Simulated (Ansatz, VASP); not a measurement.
This is a calculation of Ir for Ansatz 0.2.0.

The input input.yaml:

```yaml
crystal:
  lattice:
    - [0.0, 1.9156, 1.9156]
    - [1.9156, 0.0, 1.9156]
    - [1.9156, 1.9156, 0.0]
  atoms:
    - { symbol: Ir, position: [0.0, 0.0, 0.0] }
kpoints:
  mp_grid: { grid: [5, 5, 5] }
scf:
  occupations: { method: fermi_dirac, width: 0.06 }
hamiltonian:
  xc: pbe
  pseudopotentials: { kind: all_electron, lapw: { basis_error: 0.002 } }
output:
  forces: true
  stress: true
  eigenvalues: true
```

Potentials or basis: all-electron LAPW, scalar-relativistic.

Launch:

```console
$ ansatz run input.yaml --threads 1 --pin off --max-ram 3072MiB --backend cpu --events-out ev --progress --plain --runs-dir out
```

Question: Set up the same calculation for VASP 6.6.1. Potentials there: VASP PAW PBE potentials, release 64 (Ir).

Answer: As run (the cutoff follows the program's own potentials):

The input INCAR:

```
SYSTEM = Ir
PREC = Accurate
ENCUT = 520
EDIFF = 1E-7
ISMEAR = -1
SIGMA = 0.06
LREAL = .FALSE.
LASPH = .TRUE.
NELM = 60
ALGO = Normal
ISIF = 2
LWAVE = .FALSE.
LCHARG = .FALSE.
GGA = PE
NBANDS = 10
```

The input KPOINTS:

```
Automatic mesh
0
G
  5 5 5
  0 0 0
```

File POSCAR:

```
Ir
1.0
    0.0000000000      1.9156000000      1.9156000000
    1.9156000000      0.0000000000      1.9156000000
    1.9156000000      1.9156000000      0.0000000000
Ir
1
Direct
    0.0000000000      0.0000000000      0.0000000000
```

Potentials or basis: VASP PAW PBE potentials, release 64 (Ir).

Run with:

```bash
$ cat potpaw_PBE.64/Ir/POTCAR > POTCAR
$ mpirun -np 1 vasp_std > vasp.out
```

Both were run:

|  | VASP | Ansatz | Ansatz less VASP |
| --- | --- | --- | --- |
| gap on the k mesh at the Fermi level (eV) | none | none | - |
| pressure (GPa) | 16.8 | 16.2 | -0.64 |

A gap of «none» marks a metal or a gap that the smearing closes. Ansatz ran all-electron here, so the differences hold the error of VASP's frozen core and of both bases.

Caveats: the k mesh is coarse (spacing up to 0.57 Å⁻¹), so the values aren't converged; so large a pressure means that the cell lies far from this level's equilibrium, or that cutoff or potentials fall short; the k mesh is thin for a metal, which can move the energy by tens of meV per atom (Ansatz). Spin-orbit coupling is left out, which matters for the levels of Ir.
